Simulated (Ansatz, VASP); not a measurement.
**Al: VASP beside Ansatz**

The input INCAR:

```
  PREC = Accurate
  ENCUT = 520
  EDIFF = 1E-6
  ISMEAR = -1
  SIGMA = 0.05
  LREAL = False
  LASPH = True
  NELM = 60
  ALGO = Normal
  ISIF = 2
  LWAVE = False
  LCHARG = False
  GGA = PE
  NBANDS = 10
```

The input KPOINTS:

```
Automatic mesh
0
Gamma
  16 16 16
```

The input POSCAR:

```
Al
1.0
   -2.1971043403      2.1971043403      1.1532000708
    2.1971043403     -2.1971043403      1.1532000708
    2.1971043403      2.1971043403     -1.1532000708
Al
2
Direct
   -0.3750000000     -0.1250000000     -0.2500000000
    0.3750000000      0.1250000000      0.2500000000
```

Input for Ansatz:

```yaml
crystal:
  lattice:
    - [-2.1971043403, 2.1971043403, 1.1532000708]
    - [2.1971043403, -2.1971043403, 1.1532000708]
    - [2.1971043403, 2.1971043403, -1.1532000708]
  atoms:
    - { symbol: Al, position: [-0.375, -0.125, -0.25] }
    - { symbol: Al, position: [0.375, 0.125, 0.25] }
kpoints:
  mp_grid: { grid: [16, 16, 16] }
  band_path:
    path:
      - [0.0, 0.0, 0.0]
      - [0.0, 0.0, 0.5]
      - [-0.5, 0.5, 0.5]
      - [0.0, 0.0, 0.0]
      - [0.3188728358, 0.3188728358, -0.3188728358]
      - [-0.3188728358, 0.6811271642, 0.3188728358]
      - [-0.5, 0.5, 0.5]
      - [0.0, 0.0, 0.5]
      - [0.25, 0.25, 0.25]
    npoints: 8
scf:
  occupations: { method: fermi_dirac, width: 0.05 }
hamiltonian:
  xc: pbe
  pseudopotentials: { kind: paw }
output:
  forces: true
  stress: true
  eigenvalues: true
  populations: true
  dos: { projected: true, de: 0.2, e_range: [-14, 8] }
  write_density: true
  write_potential: true
  elf: true
  volumetric_format: npy
```

Change from the starting cell: volume scaled by 0.58, PAW files.

Alike in both runs: task single point; functional PBE; k mesh 16 × 16 × 16; occupations fermi-dirac, width 0.05 eV; no spin polarisation.

|  | VASP | Ansatz |
| --- | --- | --- |
| version | VASP 6.6.1 | Ansatz 0.2.0 |
| potentials or method | VASP PAW PBE potentials, release 64 (Al) | PAW with Ansatz's default frozen-core files, scalar-relativistic |
| plane-wave cutoff (eV) | 520 | 420 |
| valence electrons in the cell | 6 | 6 |

```csv
,VASP,Ansatz,Ansatz less VASP
pressure (GPa),98.0,97.7,-0.30
largest component of the traceless stress (GPa),0.06,0.11,+0.046
```

Caveats: the cell as given lies far from equilibrium; so large a pressure means that the cell lies far from this level's equilibrium, or that cutoff or potentials fall short (VASP).
